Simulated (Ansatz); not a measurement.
# Squeezing Cl (begun as hcp type, now distorted hcp)

```yaml
crystal:
  lattice:
    - [3.66519, 0.00000, 0.00000]
    - [-1.83260, 3.17415, 0.00000]
    - [0.00000, 0.00000, 3.94143]
  atoms:
    - { symbol: Cl, position: [0.33333, 0.66667, 0.25000] }
    - { symbol: Cl, position: [0.66667, 0.33333, 0.75000] }
```

The cell comes from a relaxation on PAW files under the same functional, begun from a prototype that needn't be the stable phase.

The start type wasn't kept: the relaxed cell is distorted hcp.

Its volume is scaled, and at each volume shape and atoms are relaxed on PAW files; all methods then take that cell.

Level of theory: DFT with PBE, scalar-relativistic, in Ansatz 0.2.0; a Γ-centred 14×14×8 k mesh, Fermi–Dirac smearing of 0.08 eV, no spin polarisation. LAPW: all electrons, basis error target 1 meV/atom; PAW: frozen-core files, cutoff 420 eV; crystal datasets: all electrons, by PAW datasets that the program makes for each cell; norm-conserving: pseudopotentials, cutoff 789 eV; PAW (cutoff 250 eV): frozen-core files, cutoff 250 eV.

Energies are extrapolated to zero smearing and count from the unscaled cell; pressure is positive in compression; gaps take the mesh and a band path. No temperature or zero-point motion is included.

The structure type is held throughout; the real material can change phase at far lower pressure.

```
V/V0  V (Å³/atom)  P LAPW (GPa)  ΔE LAPW (eV/atom)  P PAW − LAPW (GPa)  ΔE PAW − LAPW (meV/atom)  space group  shortest distance (Å)
1.00        22.93          0.03              0.000               -0.01                       0.0     P6_3/mmc                  2.892
0.95        21.78          1.50              0.004               -0.01                       0.0     P6_3/mmc                  2.853
0.85        19.49          6.16              0.053               -0.01                      -0.2     P6_3/mmc                  2.772
0.75        17.20         14.83              0.196               -0.02                      -0.4     P6_3/mmc                  2.685
0.65        14.90          31.1              0.510               -0.04                      -0.9     P6_3/mmc                  2.592
0.55        12.61          63.1              1.154               -0.09                      -1.8     P6_3/mmc                  2.491
0.45        10.32             ?                  ?                   ?                         ?            ?                      ?
0.40         9.17         192.5              3.622               -0.41                      -6.2     P6_3/mmc                  2.308
```

Question: Fit the Vinet equation to the LAPW pressures shown (residuals weighted by 1/(|P| + 0.03·Pmax)), and predict the pressure of the withheld row.

Answer: The fit gives V0 = 22.96 Å³/atom, B0 = 24.7 GPa and B0′ = 5.24. At 10.32 Å³/atom, x = (V/V0)^(1/3) = 0.7659, and P = 3·B0·(1 − x)/x²·exp[1.5·(B0′ − 1)·(1 − x)] = 130.8 GPa. The run itself gave 131.8 GPa (-0.7 % off) and ΔE = 2.479 eV/atom.

Question: At the smallest volume, how far do crystal datasets and norm-conserving and PAW (cutoff 250 eV) lie from LAPW in pressure?

Answer: crystal datasets: 0.00 GPa; norm-conserving: -0.30 GPa; PAW (cutoff 250 eV): +2.05 GPa, on a LAPW pressure of 192.5 GPa.
